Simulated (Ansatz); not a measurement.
CsSnBr3:

```
Cs Sn Br
1.0
     5.83901    0.00000    0.00000
     0.00000    5.83901    0.00000
     0.00000    0.00000    5.83901
Cs Sn Br
1 1 3
Direct
  0.00000 0.00000 0.00000
  0.50000 0.50000 0.50000
  0.00000 0.50000 0.50000
  0.50000 0.50000 0.00000
  0.50000 0.00000 0.50000
```

The cell is a database's computed one.

Base run:

- Program: Ansatz 0.2.0
- Functional: revPBE
- Potentials or basis: Ansatz PAW
- Cutoff: 420 eV (not typed: the program's choice for these potentials)
- k mesh: 5 × 5 × 5
- Occupations: fermi-dirac, width 0.05 eV
- Spin: no spin polarisation

Its results: pressure 1.5 GPa.

**Question.** The run is repeated on the same cell with these changes: functional from revPBE to BLYP. What comes out?

**Answer.** Pressure 2.0 GPa.

Caveats: the PAW data sets come from PBE, with cores solved anew for the run's functional, which leaves a small shift of forces and pressure.
